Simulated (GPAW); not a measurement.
Crystal: Pd.

```xyz
1
Lattice="0.0000 1.9465 1.9465 1.9465 0.0000 1.9465 1.9465 1.9465 0.0000" Properties=species:S:1:pos:R:3 pbc="T T T"
Pd    0.0000    0.0000    0.0000
```

* Program: GPAW 26.7.0
* Task: relaxation of cell and atoms
* Functional: PBEsol
* Dispersion: D3(BJ)+ATM
* Potentials or basis: PAW data sets generated in the run's folder for this functional
* Cutoff: 600 eV
* Basis: pw
* k mesh: 12 × 12 × 12
* Occupations: fermi-dirac, width 0.05 eV
* Spin: no spin polarisation

At the start: pressure -7.5 GPa; volume 14.75 Å³/atom.

**Question.** How do energy, volume and symmetry change on relaxing?

**Answer.** Over 3 steps the energy falls by 13.7 meV/atom and the volume is 14.21 Å³/atom (-3.7 %); space group Fm-3m (No. 225, to 0.05 Å).

The path:
| step | energy change (eV) | largest force (eV/Å) | pressure (GPa) | volume (Å³) |
| --- | --- | --- | --- | --- |
| 1 | 0.0000 | 0.0000 | -7.54 | 14.75 |
| 2 | -0.0131 | 0.0000 | -1.63 | 14.32 |
| 3 | -0.0137 | 0.0000 | 0.12 | 14.21 |

Final structure:
```xyz
1
Lattice="0.0000 1.9222 1.9222 1.9222 0.0000 1.9222 1.9222 1.9222 0.0000" Properties=species:S:1:pos:R:3 pbc="T T T"
Pd    0.0000    0.0000    0.0000
```

Caveat: later steps reuse the first step's grids; pairwise dispersion overbinds metals, which lowers pressure and volume.
